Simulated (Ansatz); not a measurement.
The system is Sc.

```
CELL_PARAMETERS angstrom
-1.91721 1.91721 1.71760
1.91721 -1.91721 1.71760
1.91721 1.91721 -1.71760
ATOMIC_POSITIONS crystal
Sc 0.00000 0.00000 0.00000
```

This isn't the form of Sc at room conditions, which is hcp.

| Quantity | Value |
| --- | --- |
| Program | Ansatz 0.2.0 |
| Task | relaxation of cell and atoms |
| Functional | PBE |
| Dispersion | D4 |
| Potentials or basis | all-electron LAPW, scalar-relativistic |
| Basis error allowed | 0.001 eV/atom |
| k mesh | 10 × 10 × 10 |
| Occupations | fermi-dirac, width 0.05 eV |
| Spin | no spin polarisation |

At the start: volume 25.25 Å³/atom.

How do energy, volume and symmetry change on relaxing?

Over 8 steps the energy falls by 13.6 meV/atom and the volume is 24.10 Å³/atom (-4.6 %); space group Im-3m (No. 229, to 0.05 Å).

Step by step:
| step | energy change (eV) | largest force (eV/Å) | volume (Å³) |
| --- | --- | --- | --- |
| 1 | 0.0000 | 0.0000 | 25.25 |
| 2 | -0.0102 | 0.0000 | 23.99 |
| 3 | -0.0110 | 0.0000 | 24.02 |
| 4 | -0.0132 | 0.0000 | 24.05 |
| 5 | -0.0136 | 0.0000 | 24.08 |
| 6 | -0.0136 | 0.0000 | 24.10 |
| 7 | -0.0136 | 0.0000 | 24.10 |
| 8 | -0.0136 | 0.0000 | 24.10 |

Final structure:
```yaml
crystal:
  lattice:
    - [-1.82425, 1.82425, 1.81013]
    - [1.82425, -1.82425, 1.81013]
    - [1.82425, 1.82425, -1.81013]
  atoms:
    - { symbol: Sc, position: [0.00000, 0.00000, 0.00000] }
```
